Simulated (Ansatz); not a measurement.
Sn:

```
CELL_PARAMETERS angstrom
-2.94014 2.94014 1.59930
2.94014 -2.94014 1.59930
2.94014 2.94014 -1.59930
ATOMIC_POSITIONS crystal
Sn 0.00000 0.00000 0.00000
Sn 0.75000 0.25000 0.50000
```

* Program: Ansatz 0.2.0
* Task: relaxation of cell and atoms
* Functional: PBE
* Potentials or basis: Ansatz PAW
* Cutoff: 420 eV (not typed: the program's choice for these potentials)
* k mesh: 9 × 9 × 9
* Occupations: fermi-dirac, width 0.05 eV
* Spin: no spin polarisation

At the start: volume 27.65 Å³/atom.

Q: How do energy, volume and symmetry change on relaxing?

A: It ends after 4 steps and the volume is 28.43 Å³/atom (+2.8 %); space group I4_1/amd (No. 141, to 0.05 Å).

The path:
| step | energy change (eV) | largest force (eV/Å) | volume (Å³) |
| --- | --- | --- | --- |
| 1 | 0.0000 | 0.0000 | 55.30 |
| 2 | -0.0056 | 0.0000 | 57.38 |
| 3 | -0.0064 | 0.0000 | 56.86 |
| 4 | -0.0068 | 0.0000 | 56.86 |

Final structure:
```
Sn
1.0
    -2.97178    2.97178    1.60969
     2.97178   -2.97178    1.60969
     2.97178    2.97178   -1.60969
Sn
2
Direct
  0.00000 0.00000 0.00000
  0.75000 0.25000 0.50000
```

Caveat: the plane-wave basis is chosen anew once the cell has moved, so the energies of steps on either side of that aren't comparable.
